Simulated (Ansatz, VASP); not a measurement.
# One calculation of Al2Cu, two programs

```
Al Cu
1.0
     4.17957    0.00000    0.00000
     0.00000    4.17957    0.00000
     0.00000    0.00000    2.71299
Al Cu
2 1
Direct
  0.50000 0.00000 0.50000
  0.00000 0.50000 0.50000
  0.00000 0.00000 0.00000
```

Change from the starting cell: mode 4 frozen in at +0.000 Å, strain +e along z and -e/2 along x and y -0.0467.

Alike in both runs: task single point; functional PBEsol; k mesh 10 × 10 × 14; occupations gaussian, width 0.15 eV; no spin polarisation.

```csv
,VASP,Ansatz
version,VASP 6.6.1,Ansatz 0.2.0
potentials or method,"VASP PAW PBE potentials, release 64 (Al, Cu)","scalar-relativistic, plane waves, PAW"
plane-wave cutoff (eV),520,520
valence electrons in the cell,17,25
```

|  | VASP | Ansatz | Ansatz less VASP |
| --- | --- | --- | --- |
| gap on the k mesh at the Fermi level (eV) | none | none | - |
| pressure (GPa) | 1.2 | 1.0 | -0.25 |
| largest component of the traceless stress (GPa) | 3.60 | 3.64 | +0.035 |

A gap of «none» marks a metal or a gap that the smearing closes. The two sets of potentials don't hold the same shells in valence. Ansatz warned: «pseudo_functional_mismatch».

Caveats: the PAW data sets were made with another functional, which shifts forces and pressure a little (VASP).
